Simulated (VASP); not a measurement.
# Rb (I4/mmm) in VASP: further runs, part 2 of 2

VASP 6.6.1. Earlier steps stand in the parts before.

## 3. Single point, PBEsol

Contents of INCAR:

```
PREC = Accurate ; ENCUT = 520
EDIFF = 1E-6 ; ISMEAR = 0
SIGMA = 0.15 ; LREAL = False
LASPH = True ; NELM = 100
ALGO = Fast ; ISIF = 2
LWAVE = False ; LCHARG = False
GGA = PS ; NBANDS = 10
```

Contents of KPOINTS:

```
Automatic mesh
0
Gamma
  14 14 14
```

Contents of POSCAR:

```
Rb
1.0
   -2.9545118615      2.9545118615      2.7308451955
    2.9545118615     -2.9545118615      2.7308451955
    2.9545118615      2.9545118615     -2.7308451955
Rb
1
Direct
    0.0000000000      0.0000000000      0.0000000000
```

Potentials or basis: VASP PAW PBE potentials, release 64 (Rb_sv).

Launch:

```
$ cat potpaw_PBE.64/Rb_sv/POTCAR > POTCAR
$ mpirun -np 1 vasp_std > vasp.out
```

OUTCAR:

```text
PREC = Accurate
   ENCUT = 520
   EDIFF = 1E-6
   ISMEAR = 0
   LREAL = False
   LASPH = True
   NELM = 100
   ISIF = 2
   GGA = PS

 ion  position               nearest neighbor table
   1  0.000  0.000  0.000-

  LATTYP: Found a body centered tetragonal cell.
 ALAT       =     5.9090237230
 C/A-ratio  =     0.9242965754

  Lattice vectors:

 A1 = (  -2.9545118615,   2.9545118615,   2.7308451955)
 A2 = (   2.9545118615,  -2.9545118615,   2.7308451955)
 A3 = (   2.9545118615,   2.9545118615,  -2.7308451955)

Analysis of symmetry for initial positions (statically):
=====================================================================
 Subroutine PRICEL returns:
 Original cell was already a primitive cell.

 Routine SETGRP: Setting up the symmetry group for a
 body centered tetragonal supercell.

 Subroutine GETGRP returns: Found 16 space group operations
 (whereof 16 operations were pure point group operations)
 out of a pool of 16 trial point group operations.

The static configuration has the point symmetry D_4h.

Analysis of symmetry for dynamics (positions and initial velocities):
=====================================================================
 Subroutine PRICEL returns:
 Original cell was already a primitive cell.

 Routine SETGRP: Setting up the symmetry group for a
 body centered tetragonal supercell.

 Subroutine GETGRP returns: Found 16 space group operations
 (whereof 16 operations were pure point group operations)
 out of a pool of 16 trial point group operations.

The dynamic configuration has the point symmetry D_4h.

 Subroutine INISYM returns: Found 16 space group operations
 (whereof 16 operations are pure point group operations),
 and found     1 'primitive' translations

----------------------------------------------------------------------------------------

                                     Primitive cell

  volume of cell :      95.3517

  direct lattice vectors                    reciprocal lattice vectors
    -2.954511861  2.954511861  2.730845196     0.000000000  0.169232693  0.183093498
     2.954511861 -2.954511861  2.730845196     0.169232693  0.000000000  0.183093498
     2.954511861  2.954511861 -2.730845196     0.169232693  0.169232693  0.000000000

  length of vectors
     4.991572514  4.991572514  4.991572514     0.249324956  0.249324956  0.239331170

  position of ions in fractional coordinates (direct lattice)
     0.000000000  0.000000000  0.000000000

  ion indices of the primitive-cell ions
   primitive index   ion index
                 1           1

----------------------------------------------------------------------------------------

 KPOINTS: Automatic mesh

Automatic generation of k-mesh.
 Grid dimensions read from file:
 generate k-points for:   14   14   14

 Generating k-lattice:

  Cartesian coordinates                     Fractional coordinates (reciprocal lattice)
     0.000000000  0.012088050  0.013078107     0.071428571  0.000000000  0.000000000
     0.012088050  0.000000000  0.013078107     0.000000000  0.071428571  0.000000000
     0.012088050  0.012088050  0.000000000     0.000000000  0.000000000  0.071428571

  Length of vectors
     0.017808925  0.017808925  0.017095084

  Shift w.r.t. Gamma in fractional coordinates (k-lattice)
     0.000000000  0.000000000  0.000000000

 Subroutine IBZKPT returns following result:
 ===========================================

 Found    244 irreducible k-points:

 Following reciprocal coordinates:
            Coordinates               Weight
  0.000000  0.000000  0.000000      1.000000
  0.071429 -0.000000  0.000000      8.000000
  0.142857 -0.000000  0.000000      8.000000
  0.214286 -0.000000  0.000000      8.000000
  0.285714  0.000000  0.000000      8.000000
  0.357143 -0.000000  0.000000      8.000000
[... 16 lines left out ...]
  0.214286  0.142857  0.000000     16.000000
  0.285714  0.142857  0.000000     16.000000
 [... further k-points ...]
   k-points           NKPTS =    244   k-points in BZ     NKDIM =    244   number of bands    NBANDS=     10
   number of dos      NEDOS =    301   number of ions     NIONS =      1
   total plane-waves  NPLWV =  64000
   dimension x,y,z NGX =    40 NGY =   40 NGZ =   40
   dimension x,y,z NGXF=    80 NGYF=   80 NGZF=   80
   ions per type =               1
   NGX,Y,Z   is equivalent  to a cutoff of  13.32, 13.32, 13.32 a.u.
   NGXF,Y,Z  is equivalent  to a cutoff of  26.64, 26.64, 26.64 a.u.
 SYSTEM =  unknown system
   PREC   = accura    normal or accurate (medium, high low for compatibility)
   ISTART =      0    job   : 0-new  1-cont  2-samecut
   ICHARG =      2    charge: 1-file 2-atom 10-const
   ISPIN  =      1    spin polarized calculation?
   LNONCOLLINEAR =      F non collinear calculations
   LSORBIT =      F    spin-orbit coupling
   LASPH  =      T    aspherical Exc in radial PAW
   ENCUT  =  520.0 eV  38.22 Ry    6.18 a.u.   9.28  9.28  9.28*2*pi/ulx,y,z
   NELM   =    100;   NELMIN=  2; NELMDL= -5     # of ELM steps
   EDIFF  = 0.1E-05   stopping-criterion for ELM
   LREAL  =      F    real-space projection
   EDIFFG = 0.1E-04   stopping-criterion for IOM
   NSW    =      0    number of steps for IOM
   IBRION =     -1    ionic relax: 0-MD 1-quasi-New 2-CG
   NFREE  =      0    steps in history (QN), initial steepest desc. (CG)
   ISIF   =      2    stress and relaxation
   ISYM   =      2    0-nonsym 1-usesym 2-fastsym
   POTIM  = 0.5000    time-step for ionic-motion
   TEBEG  =    0.0;   TEEND  =   0.0 temperature during run
   PSTRESS=    0.0 pullay stress
   NELECT =       9.0000    total number of electrons
   NUPDOWN=      -1.0000    fix difference up-down
   EMIN   =  10.00;   EMAX   =-10.00  energy-range for DOS
   EFERMI =   0.00;   METHOD = LEGACY
   ISMEAR =     0;   SIGMA  =   0.15  broadening in eV -4-tet -1-fermi 0-gaus
   EFERMI_NEDOS =   21; number of points for ismear=-14 and -15
   IALGO  =     68    algorithm
   IMIX   =      4    mixing-type and parameters
     AMIX     =   0.40;   BMIX     =  1.00
     AMIX_MAG =   1.60;   BMIX_MAG =  1.00
  volume/ion in A,a.u.               =      95.35       643.47
  Fermi-wavevector in a.u.,A,eV,Ry     =   0.745383  1.408570  7.559340  0.555596
  Thomas-Fermi vector in A             =   1.840957
   LORBIT       =      0    0 simple, 1 ext, 2 COOP (PROOUT), +10 PAW based schemes
   GGA     = PS    functional components
   LHFCALC =     F    Hartree Fock is set to
   AEXX    =    0.0000 exact exchange contribution
   IVDW    =     0    specifies the selected vdW correction
   LEPSILON=     F    determine dielectric tensor
   LRPA    =     F    only Hartree local field effects (RPA)
 non-spin polarized calculation
 RMM-DIIS sequential band-by-band and
 Gauss-broadening in eV      SIGMA  =   0.15
  energy-cutoff  :      520.00
  volume of cell :       95.35
 maximum number of plane-waves:      2596
 NGX is ok and might be reduce to    40
   NGX = 19   NGY = 19   NGZ = 19

 number of electron       9.0000000 magnetization

 Free energy of the ion-electron system (eV)
  ---------------------------------------------------
  ext. energy  EPLUGINS =         0.00000000
  ---------------------------------------------------
  free energy    TOTEN  =        -1.02182662 eV

  energy without entropy =       -1.01133524  energy(sigma->0) =       -1.01658093

 E-fermi :  -0.1525     XC(G=0):  -5.4059

 val. band max:       -0.1744284791   @ k =   0.5000   0.3571  -0.0000
 cond. band min:      -0.1472606571   @ k =  -0.4286   0.4286   0.1429
 fundamental gap:      0.0271678220
 Fermi energy:        -0.1524715666

 k-point     1 :       0.0000    0.0000    0.0000
  band No.  band energies     occupation
      1     -29.0374      2.00000
      2     -13.0884      2.00000
      3     -13.0884      2.00000
      4     -13.0879      2.00000
      5      -2.0642      2.00000
      6       3.2346      0.00000
      7       3.6397      0.00000
      8       3.6397      0.00000
      9       4.1208      0.00000
     10       4.6715      0.00000
[... 287 lines left out ...]
 k-point    24 :       0.2857    0.1429    0.0000
  band No.  band energies     occupation
      1     -29.0344      2.00000
      2     -13.1549      2.00000
      3     -13.1137      2.00000
      4     -13.0963      2.00000
      5      -0.5170      1.99941
      6       1.5550      0.00000
      7       2.2078      0.00000
      8       3.9347      0.00000
      9       4.3314      0.00000
     10       5.0255      0.00000

 [... further k-points ...]

------------------------ aborting loop because EDIFF is reached ----------------------------------------

  FORCE on cell =-STRESS in cart. coord.  units (eV):
  Direction    XX          YY          ZZ          XY          YZ          ZX
  --------------------------------------------------------------------------------------
  -------------------------------------------------------------------------------------
  Total       -0.1521655     -0.1521655     -0.1236446      0.0000000      0.0000000      0.0000000
  in kB       -2.5568084     -2.5568084     -2.0775774      0.0000000      0.0000000      0.0000000
  external PRESSURE =      -2.3970647 kB  Pullay stress =       0.0000000 kB

 VOLUME and BASIS-vectors are now :
 -----------------------------------------------------------------------------
  energy-cutoff  :      520.00
  volume of cell :       95.35
      direct lattice vectors                 reciprocal lattice vectors
    -2.954511861  2.954511861  2.730845196     0.000000000  0.169232693  0.183093498
     2.954511861 -2.954511861  2.730845196     0.169232693  0.000000000  0.183093498
     2.954511861  2.954511861 -2.730845196     0.169232693  0.169232693  0.000000000

 POSITION                                       TOTAL-FORCE (eV/Angst)
 -----------------------------------------------------------------------------------
      0.00000      0.00000      0.00000         0.000000      0.000000      0.000000
 -----------------------------------------------------------------------------------
    total drift:                               -0.000000      0.000000     -0.000000

  FREE ENERGIE OF THE ION-ELECTRON SYSTEM (eV)
  ---------------------------------------------------
  free  energy   TOTEN  =        -1.0218266213 eV

  energy  without entropy=       -1.0113352380  energy(sigma->0) =       -1.01658093
```

It took 2.2 min on 1 thread of Intel Xeon 6975P-C (Granite Rapids), shared host; peak memory 0.39 GiB.

What came out:

* Free energy: -1.0218 eV
* Pressure: -0.2 GPa
* Band gap on the k mesh: none (metal or under the smearing width)

Caveat: the PAW data sets were made with another functional, which shifts forces and pressure a little.
